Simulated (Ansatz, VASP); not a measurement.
**One calculation of MgS, two programs**

Contents of INCAR:

```
SYSTEM = MgS
PREC = Accurate ; ENCUT = 520
EDIFF = 1E-6 ; ISMEAR = 0
SIGMA = 0.01 ; LREAL = .False.
LASPH = .True. ; NELM = 100
ALGO = Normal ; ISIF = 2
LWAVE = .False. ; LCHARG = .True.
GGA = CA ; LELF = .True.
LVHAR = .True. ; NBANDS = 11
```

File KPOINTS:

```
regular mesh
0
Gamma
  8 8 8
  0 0 0
```

Contents of POSCAR:

```
MgS
1.0
    2.4505819290      2.4505819290      0.0000000000
   -2.4505819290      2.4505819290      0.0000000000
    0.0000000000      2.4505819290      2.4505819290
Mg S
1 1
Direct
    0.0000000000      0.0000000000      0.0000000000
    0.5000000000      0.5000000000      0.0000000000
```

Input for Ansatz:

```yaml
crystal:
  lattice:
    - [2.45058192902, 2.45058192902, 0.0]
    - [-2.45058192902, 2.45058192902, 0.0]
    - [0.0, 2.45058192902, 2.45058192902]
  atoms:
    - { symbol: Mg, position: [0.0, 0.0, 0.0] }
    - { symbol: S, position: [0.5, 0.5, 0.0] }
kpoints:
  mp_grid: { grid: [8, 8, 8] }
scf:
  occupations: { method: fixed }
  convergence: { dr2_threshold: 1.0e-10 }
hamiltonian:
  xc: lda
  pseudopotentials: { kind: all_electron, lapw: { basis_error: 0.0005 } }
output:
  forces: true
  stress: true
  eigenstates:
    kpoints:
      - [0.0, 0.0, 0.0]
      - [-0.5, 0.5, 0.0]
      - [-0.5, -0.5, -0.5]
      - [0.0, 0.0, -0.5]
      - [0.0, -0.5, -0.5]
      - [0.0, 0.5, 0.0]
      - [-0.5, 0.0, 0.0]
      - [-0.5, 0.0, -0.5]
  eigenvalues: true
```

Alike in both runs: task single point; functional LDA; k mesh 8 × 8 × 8; no spin polarisation.

|  | VASP | Ansatz |
| --- | --- | --- |
| version | VASP 6.6.1 | Ansatz 0.2.0 |
| potentials or method | VASP PAW LDA potentials, release 64 (Mg, S) | all-electron LAPW, scalar-relativistic |
| plane-wave cutoff (eV) | 520 | see its input |
| occupations | gaussian, width 0.01 eV | fixed |

VASP gave:

* gap on the k mesh at the Fermi level (eV): 2.92
* pressure (GPa): 14.4

Q: What did Ansatz give for the same quantities?

A: gap on the k mesh at the Fermi level (eV): 2.92; pressure (GPa): 15.0.

Ansatz ran all-electron here, so the differences hold the error of VASP's frozen core and of both bases.

A k mesh can miss the band edges. As with any semilocal functional, this LDA gap is likely too small.
